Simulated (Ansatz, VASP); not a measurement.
# One calculation of WC, two programs

File INCAR:

```
SYSTEM = WC
PREC = Accurate
ENCUT = 520
EDIFF = 1E-6
ISMEAR = -1
SIGMA = 0.05
LREAL = .FALSE.
LASPH = .TRUE.
NELM = 80
ALGO = Normal
ISIF = 2
LWAVE = .FALSE.
LCHARG = .FALSE.
GGA = CA
NBANDS = 16
```

Contents of KPOINTS:

```
regular mesh
0
G
  8 8 8
  0 0 0
```

File POSCAR:

```
WC
1.0
    0.0000000000      2.1926840000      2.1926840000
    2.1926840000      0.0000000000      2.1926840000
    2.1926840000      2.1926840000      0.0000000000
W C
1 1
Direct
   -0.0192197738      0.0232979944      0.0089042725
    0.5420484321      0.5098380878      0.4990934791
```

Input for Ansatz:

```yaml
crystal:
  lattice:
    - [0.0, 2.192684, 2.192684]
    - [2.192684, 0.0, 2.192684]
    - [2.192684, 2.192684, 0.0]
  atoms:
    - { symbol: W, position: [-0.01921977378935964, 0.023297994394965466, 0.008904272492635208] }
    - { symbol: C, position: [0.5420484320941368, 0.5098380877720288, 0.49909347913528196] }
basis:
  ecutwfc: 517.016338673772
kpoints:
  mp_grid:
    grid: [8, 8, 8]
hamiltonian:
  xc: lda
scf:
  occupations:
    method: fermi_dirac
    width: 0.05
output:
  forces: true
```

The cell comes from a database or a generator and needn't be the stable form of this composition.

Alike in both runs: task single point; functional LDA; k mesh 8 × 8 × 8; occupations fermi-dirac, width 0.05 eV; no spin polarisation.

```csv
,VASP,Ansatz
version,VASP 6.6.1,Ansatz 0.2.0
potentials or method,"VASP PAW LDA potentials, release 64 (W_sv, C)","plane waves, PAW"
plane-wave cutoff (eV),520,517
valence electrons in the cell,18,18
```

```csv
,VASP,Ansatz,Ansatz less VASP
rms of the force components (eV/Å),0.591,0.571,-0.0202
```

Atom by atom the forces differ by 0.020 eV/Å (rms over components).

Caveats: forces of over 1 eV/Å show positions far from the minimum, so gaps and moduli don't describe the material at rest. Spin-orbit coupling is left out, which matters for the levels of W.
